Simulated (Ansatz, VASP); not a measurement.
**ZnSe (Stilleite): VASP beside Ansatz**

Wanted: the spread between two codes on one cell, functional and k mesh.

Method: plane waves, with VASP 6.6.1 beside it; single point at LDA, in Ansatz 0.2.0.

## Step 1: The structure

Symmetry: F-43m, No. 216, cubic system. The conventional cell has a = 5.668 Å, b = 5.668 Å, c = 5.668 Å, α = 90.00°, β = 90.00°, γ = 90.00°. Nearest to Se lie 4 Zn at 2.45 Å. Zn has 4 Se at 2.45 Å nearest. Farther neighbours and most contacts between anions are not listed.

Structure file:

```cif
data_structure
_symmetry_space_group_name_H-M 'F-43m'
_symmetry_Int_Tables_number 216
_cell_length_a 5.6676
_cell_length_b 5.6676
_cell_length_c 5.6676
_cell_angle_alpha 90.000
_cell_angle_beta 90.000
_cell_angle_gamma 90.000
_cell_volume 182.05
loop_
_atom_site_label
_atom_site_type_symbol
_atom_site_symmetry_multiplicity
_atom_site_Wyckoff_symbol
_atom_site_fract_x
_atom_site_fract_y
_atom_site_fract_z
_atom_site_occupancy
Se1 Se 4 c 0.25000 0.25000 0.25000 1
Zn1 Zn 4 a 0.00000 0.00000 0.00000 1
```

## Step 2: VASP: single point, LDA

A single point gives forces, pressure and levels at one fixed geometry, so differences don't come from the geometry; what else differs is listed under the comparison.

Lines of VASP's logs that name or quote its potential files are left out, and so is its time.

Input file INCAR:

```
SYSTEM = ZnSe
PREC = Accurate
ENCUT = 400
EDIFF = 1E-07
NELM = 100
ISMEAR = 0
SIGMA = 0.01
LREAL = .FALSE.
ALGO = Normal
GGA = CA
NBANDS = 15
LORBIT = 11
LWAVE = .FALSE.
LCHARG = .FALSE.
KPAR = 2
```

Input file POSCAR:

```
ZnSe
1.0
    0.0000000000      2.8338000000      2.8338000000
    2.8338000000      0.0000000000      2.8338000000
    2.8338000000      2.8338000000      0.0000000000
Se Zn
1 1
Direct
    0.7500000000      0.7500000000      0.7500000000
    0.0000000000      0.0000000000      0.0000000000
```

Input file KPOINTS:

```
Automatic mesh
0
Gamma
7 7 7
0 0 0
```

The projector-augmented-wave data sets are Se and Zn (PBE family, release 64).

Run with:

```console
mpirun -np 2 vasp_std
```

Numbers of over 12 decimals in the logs are rounded to 6 here.

The log of the run:

```text
[banner, memory and clock lines left out]
running    2 mpi-ranks, on    1 nodes
 distrk:  each k-point on    1 cores,    2 groups
 distr:  one band on    1 cores,    1 groups

 POSCAR found type information on POSCAR SeZn
 POSCAR found :  2 types and       2 ions
|                                                                             |
|               ----> ADVICE to this user running VASP <----                  |
|                                                                             |
|     You enforced a specific xc type in the INCAR file but a different       |
|     [... a line on the potential file left out ...]
|     I HOPE YOU KNOW WHAT YOU ARE DOING!                                     |
|                                                                             |

 LDA part: xc-table for (Slater(with rela. corr.)+CA(PZ))
 , standard interpolation
 POSCAR, INCAR and KPOINTS ok, starting setup
 FFT: planning ... GRIDC
 FFT: planning ... GRID_SOFT
 FFT: planning ... GRID
 WAVECAR not read
 entering main loop
       N       E                     dE             d eps       ncg     rms          rms(c)
DAV:   1     0.790926104587E+02    0.79093E+02   -0.78347E+03   600   0.112E+03
DAV:   2    -0.253015505229E+01   -0.81623E+02   -0.77789E+02   656   0.234E+02
DAV:   3    -0.767545900263E+01   -0.51453E+01   -0.51243E+01   719   0.616E+01
DAV:   4    -0.771835775156E+01   -0.42899E-01   -0.42894E-01   712   0.584E+00
DAV:   5    -0.771856136537E+01   -0.20361E-03   -0.20361E-03   747   0.376E-01    0.452E+00
DAV:   6    -0.739862102804E+01    0.31994E+00   -0.80364E-01   771   0.316E+01    0.352E+00
DAV:   7    -0.737860118433E+01    0.20020E-01   -0.18638E-01   649   0.439E+00    0.156E+00
DAV:   8    -0.737416954684E+01    0.44316E-02   -0.40150E-03   734   0.659E-01    0.436E-01
DAV:   9    -0.737363409567E+01    0.53545E-03   -0.70890E-04   770   0.315E-01    0.629E-02
DAV:  10    -0.737365374223E+01   -0.19647E-04   -0.16236E-04   706   0.132E-01    0.205E-02
DAV:  11    -0.737364547628E+01    0.82660E-05   -0.22120E-05   864   0.598E-02    0.328E-03
DAV:  12    -0.737364568248E+01   -0.20620E-06   -0.29161E-06   705   0.117E-02    0.157E-03
DAV:  13    -0.737364570488E+01   -0.22407E-07   -0.38324E-08   482   0.185E-03
   1 F= -.73736457E+01 E0= -.73736457E+01  d E =-.563642E-13
```

OUTCAR, selected parts (step 2):

```text
ion  position               nearest neighbor table
   1  0.750  0.750  0.750-   2 2.45   2 2.45   2 2.45   2 2.45
   2  0.000  0.000  0.000-   1 2.45   1 2.45   1 2.45   1 2.45

  LATTYP: Found a face centered cubic cell.
 ALAT       =     5.6676000000

 Subroutine GETGRP returns: Found 24 space group operations
 (whereof 24 operations were pure point group operations)

The static configuration has the point symmetry T_d .

 Found     20 irreducible k-points:

   k-points           NKPTS =     20   k-points in BZ     NKDIM =     20   number of bands    NBANDS=     15

   dimension x,y,z NGX =    28 NGY =   28 NGZ =   28
   dimension x,y,z NGXF=    56 NGYF=   56 NGZF=   56

   ENCUT  =  400.0 eV  29.40 Ry    5.42 a.u.   6.54  6.54  6.54*2*pi/ulx,y,z

   NELECT =      18.0000    total number of electrons

 k-points in reciprocal lattice and weights: Automatic mesh
   0.00000000  0.00000000  0.00000000       0.003
   0.14285714  0.00000000  0.00000000       0.023
   0.28571429  0.00000000  0.00000000       0.023
   0.42857143  0.00000000  0.00000000       0.023
   0.14285714  0.14285714  0.00000000       0.017
   0.28571429  0.14285714  0.00000000       0.070
   0.42857143  0.14285714  0.00000000       0.070
  -0.42857143  0.14285714  0.00000000       0.070
  -0.28571429  0.14285714  0.00000000       0.070
[...]
-0.42857143  0.42857143  0.14285714       0.070
  -0.28571429  0.42857143  0.14285714       0.070

 average (electrostatic) potential at core
       1 -55.9157       2 -36.7871

 E-fermi :   1.3616

 k-point     1 :       0.0000    0.0000    0.0000
  band No.  band energies     occupation
    ...
      5      -4.9774      2.00000
      6      -4.9774      2.00000
      7       1.3162      2.00000
      8       1.3162      2.00000
      9       1.3162      2.00000
     10       2.3818      0.00000
     11       7.0063      0.00000
     12       7.0063      0.00000
     13       7.0063      0.00000
     14      10.9483      0.00000
    ...

 k-point     2 :       0.1429    0.0000    0.0000
  band No.  band energies     occupation
    ...
      5      -4.9786      2.00000
      6      -4.9786      2.00000
      7      -0.3178      2.00000
      8       1.1197      2.00000
      9       1.1197      2.00000
     10       3.5541      0.00000
     11       6.9595      0.00000
     12       7.3255      0.00000
     13       7.3255      0.00000
     14      11.8313      0.00000
    ...

 k-point     3 :       0.2857    0.0000    0.0000
  band No.  band energies     occupation
    ...
      5      -4.9748      2.00000
      6      -4.9748      2.00000
      7      -2.2593      2.00000
      8       0.7389      2.00000
      9       0.7389      2.00000
     10       3.8723      0.00000
     11       7.6822      0.00000
     12       7.6822      0.00000
     13       8.1348      0.00000
     14      11.6121      0.00000
    ...

  Total       -0.9211681     -0.9211681     -0.9211681     -0.0000000     -0.0000000      0.0000000
  in kB      -32.4273809    -32.4273809    -32.4273809     -0.0000000     -0.0000000      0.0000000
  external PRESSURE =     -32.4273809 kB  Pullay stress =       0.0000000 kB

  energy-cutoff  :      400.00
  volume of cell :       45.51
      direct lattice vectors                 reciprocal lattice vectors
     0.000000000  2.833800000  2.833800000    -0.176441527  0.176441527  0.176441527
     2.833800000  0.000000000  2.833800000     0.176441527 -0.176441527  0.176441527
     2.833800000  2.833800000  0.000000000     0.176441527  0.176441527 -0.176441527

 POSITION                                       TOTAL-FORCE (eV/Angst)
 -----------------------------------------------------------------------------------
      4.25070      4.25070      4.25070        -0.000000     -0.000000     -0.000000
      0.00000      0.00000      0.00000         0.000000      0.000000      0.000000
 -----------------------------------------------------------------------------------
    total drift:                               -0.000001     -0.000001     -0.000001

  FREE ENERGIE OF THE ION-ELECTRON SYSTEM (eV)
  ---------------------------------------------------
  free  energy   TOTEN  =        -7.3736457049 eV

  energy  without entropy=       -7.3736457049  energy(sigma->0) =       -7.37364570

 total charge
# of ion       s       p       d       tot
------------------------------------------
    1        1.443   2.402   0.030   3.875
    2        0.550   0.456   9.789  10.796
--------------------------------------------------
tot          1.992   2.858   9.820  14.670

[... 3 further parts left out ...]
```

The run ends at a pressure of -3.24 GPa.

## Step 3: Ansatz: single point, LDA

Ansatz runs on its default PAW (the set named soft_2) files.

The same cell, functional (in two slightly different forms), mesh and smearing now go to Ansatz, which takes its cutoff from its data sets.

Input file input.yaml:

```yaml
crystal:
  lattice:
    - [0.0, 2.8338, 2.8338]
    - [2.8338, 0.0, 2.8338]
    - [2.8338, 2.8338, 0.0]
  atoms:
    - { symbol: Se, position: [0.75, 0.75, 0.75] }
    - { symbol: Zn, position: [0.0, 0.0, 0.0] }
hamiltonian:
  xc: lda
  pseudopotentials: { kind: paw }
kpoints:
  mp_grid: { grid: [7, 7, 7] }
scf:
  occupations: { method: gaussian, width: 0.01 }
  n_extra_bands: 4
output:
  forces: true
  stress: true
  eigenvalues: true
```

Run with:

```console
ansatz run input.yaml --threads 2 --pin off --max-ram 4608MiB --backend cpu --events-out ev --progress --plain --runs-dir out
```

The log of the run:

```text
scf.n_extra_bands = 4 over 14 filled bands (N_el = 28.0): the run solves 18 bands
Engine: ansatz 0.2.0, aarch64-unknown-linux-gnu
Pseudopotentials: kind: paw
Pseudopotential: Se, paw, valence charge 16, recommended cutoff 420 eV (normal), Se.paw.azcp
Pseudopotential: Zn, paw, valence charge 12, recommended cutoff 420 eV (normal), Zn.paw.azcp
Functional definition: SPW92
  exchange = slater_x
  correlation = pw_c
Crystal: 2 atoms, lattice volume = 45.513 Å³
Basis set: ecut = 420 eV, 893 PW (Γ)
Bands: 18, of which v1, the nominal top of the filled ones, is band 14 counted from 1 (13 counted from 0)
Symmetry: 24 space group operations
Space group: F-43m (ITA 216), of the structure as read, at distance tolerance 3.6e-5 Å
k-points: 20 of 343 (time reversal used)
Non-local potential: Se, projectors of the file, l = 0: 2, l = 1: 2, l = 2: 3, l = 3: 1
Non-local potential: Zn, projectors of the file, l = 0: 2, l = 1: 2, l = 2: 3, l = 3: 1
PAW form: soft (Blöchl's): semilocal exchange-correlation on the pseudo side does not see the compensation charge
PAW frozen core: Se, regenerated for the run's functional, and the local potential with it (the file was generated under x = pbe(κ = 0.804, μ = 0.219515), c = pbe(β = 0.066725))
PAW frozen core: Zn, regenerated for the run's functional, and the local potential with it (the file was generated under x = pbe(κ = 0.804, μ = 0.219515), c = pbe(β = 0.066725))
PAW one-centre angular grid: Se, 590 points (default); XC on 64 Gauss nodes
PAW one-centre angular grid: Zn, 590 points (default); XC on 64 Gauss nodes
Initial density: superposition of atomic densities (neutral atoms: chi_scale 0, normalization atom), corrected by the library's trained network
Initial wavefunctions: pseudopotential atomic-orbital guess
Functional: x = slater, c = lda
SCF iter   1: F=—  HF=-8630.824837 eV  |F-HF|=—  |Δ(HF+E_count)|=         —  Δρ=5.31e-3  dr2=7.70e-3  ethr=1.77e-3  ⟨swp⟩=6.0  Hψ=1859  notcnv=0
preconditioner: auto → none  [insulator: Δε(μ)=0.994 eV  Ē_g=11.845 eV  σ=0.010 eV  W_gap=1.00  n_scr=14 (ndim 8)  ℏωp=23.4 eV  f_vac=0.121  D(μ)=0.00/eV (n_scr^D=0)  ε∞_Penn≈4.9]
SCF iter   2: F=—  HF=-8630.822487 eV  |F-HF|=—  |Δ(HF+E_count)|=   2.35e-3  Δρ=2.02e-3  dr2=8.84e-4  ethr=2.75e-5  ⟨swp⟩=2.0  Hψ=760  notcnv=0
SCF iter   3: F=—  HF=-8630.822394 eV  |F-HF|=—  |Δ(HF+E_count)|=   9.33e-5  Δρ=1.36e-3  dr2=3.74e-4  ethr=3.16e-6  ⟨swp⟩=2.0  Hψ=600  notcnv=0
SCF iter   4: F=—  HF=-8630.822302 eV  |F-HF|=—  |Δ(HF+E_count)|=   9.19e-5  Δρ=2.72e-4  dr2=3.14e-5  ethr=1.34e-6  ⟨swp⟩=2.0  Hψ=600  notcnv=0
SCF iter   5: F=—  HF=-8630.822286 eV  |F-HF|=—  |Δ(HF+E_count)|=   1.58e-5  Δρ=2.02e-5  dr2=2.04e-7  ethr=1.12e-7  ⟨swp⟩=2.0  Hψ=520  notcnv=0
SCF iter   6: F=-8630.822286 eV  HF=-8630.822286 eV  |F-HF|=4.91e-9  |Δ(HF+E_count)|=   5.31e-8  Δρ=4.00e-6  dr2=4.44e-9  ethr=3.57e-10  ⟨swp⟩=5.1  Hψ=1601  notcnv=0
SCF 1 converged in 6 iterations: F = -8630.822286 eV  dr2 = 4.44e-9
  greatest PAW one-centre occupation: 1.000 electrons in one spin orbital (limit 2), on the Se atom at site 0 (counted from 0), in its partial waves of l = 2
SCF converged after 6 iterations
Free energy (F): -8630.822286 eV
Harris-Foulkes:  -8630.822286 eV  (|F-HF|=4.91e-9)
Internal energy: -8630.822286 eV  (E = F + TS)
E sigma→0 (E₀):  -8630.822286 eV
Fermi energy:    6.970513 eV
--- Per-component energies (eV) ---
  E_band       = -394.108443
  E_kinetic    = 250.790757
  E_local      = -4403.741170  (includes V_loc(G=0)·N_el)
  E_nonlocal   = 27.815376
  E_hartree    = 2033.968357
  E_xc         = -238.921174
  E_vxc        = -151.798302  (∫ρ·V_xc dr)
  E_paw        = -3583.565193  (= ΣΔE_a)
  E_vpaw       = -185.114426  (= ΣTr[D̂ρ^β])
  E_aug_tail   = -0.000897  (compensation charges beyond the density's cutoff)
  E_ewald      = -2720.942845
  E_core_change = 3.774504  (= ΣΔE_core)
  E_smearing   = -0.000000  (= −TS)
  E_closure    = -0.000000  (closes the sum)
  Σ components = -8630.822286   (vs F -8630.822286, Δ=0.00e0)
--- Forces (eV/Å), atoms counted from 1 ---
  atom   1  Se     0.00000000    -0.00000000    -0.00000000
  atom   2  Zn    -0.00000000     0.00000000     0.00000000
  max |Σ_I F_I| component: 1.67e-16 eV/Å
--- Stress (GPa, compression-positive) ---
       -3.391009       0.000000       0.000000
        0.000000      -3.391009       0.000000
        0.000000       0.000000      -3.391009
  P = ⅓ Tr σ = -3.3910 GPa (-33.910 kbar)
--- Band table (eV; the first three rows and the last of 20) ---
  k-point 0: bands = [... 10 lower, 0.1557, 6.4549, 6.4549, 6.4549, 7.4860, 12.1704, 12.1704, 12.1704]
  k-point 1: bands = [... 10 lower, 0.1541, 4.8177, 6.2597, 6.2597, 8.6686, 12.1108, 12.4880, 12.4880]
  k-point 2: bands = [... 10 lower, 0.1579, 2.8831, 5.8809, 5.8809, 8.9990, 12.8440, 12.8440, 13.2646]
  k-point 19: bands = [... 10 lower, 0.4350, 1.7063, 3.3876, 4.2803, 10.9354, 12.2325, 13.6304, 14.5953]
```

It took 1.8 s on 2 threads of Arm Neoverse N1, shared host; peak memory 0.28 GiB; 3.1 s of CPU time.

In the SCF lines HF is the Harris–Foulkes energy and dr2 the Hartree energy of the density residual, in eV; the loop may stop once dr2 is under the threshold and the program's other checks hold. Hψ counts applications of the Hamiltonian.

The run ends at a pressure of -3.39 GPa.

## Step 4: Comparison

Known differences besides the potentials themselves: the two LDA forms differ slightly; the data sets hold 28 valence electrons in Ansatz (default PAW (the set named soft_2) files) and 18 in VASP; the cutoff is 420 eV in Ansatz and 400 eV in VASP; Ansatz makes its cores anew for this functional, VASP keeps those of its PBE data sets; VASP's log shows a relativistic correction to its local exchange, Ansatz's none. Total energies have different zeros and are not compared.

The two programs side by side:

| quantity | Ansatz | VASP | difference |
| --- | --- | --- | --- |
| pressure (GPa) | -3.39 | -3.24 | -0.15 |
| gap on the k mesh (eV) | 1.031 | 1.066 | -0.035 |

A gap on the mesh is an upper bound, since the band edges may lie between its points. Ansatz's pressure holds a Pulay correction of 0.04 GPa; VASP's holds none.

## Step 5: Results

```yaml
difference_in_gap_on_the_k_mesh_single_point_lda: -0.035 eV
```

The difference in gap on the k mesh is -0.035 eV (single point, LDA), within the 0.08 eV picked in this series as the mark of a large difference. How closely two codes agree says nothing of how well the functional describes the real material.

[Lines on the potential files, build, host, timing and source positions are cut from VASP's logs without a mark.]

[Logs are printed without paths, hosts, clocks, repeated set-up lines and the standing remarks that a program may print on its own settings, such as how far it seeks lower states.]

[Hosts, paths, dates, database ids (printed as entryN), source tags and the programs' standing remarks are cut or masked in the printed files.]
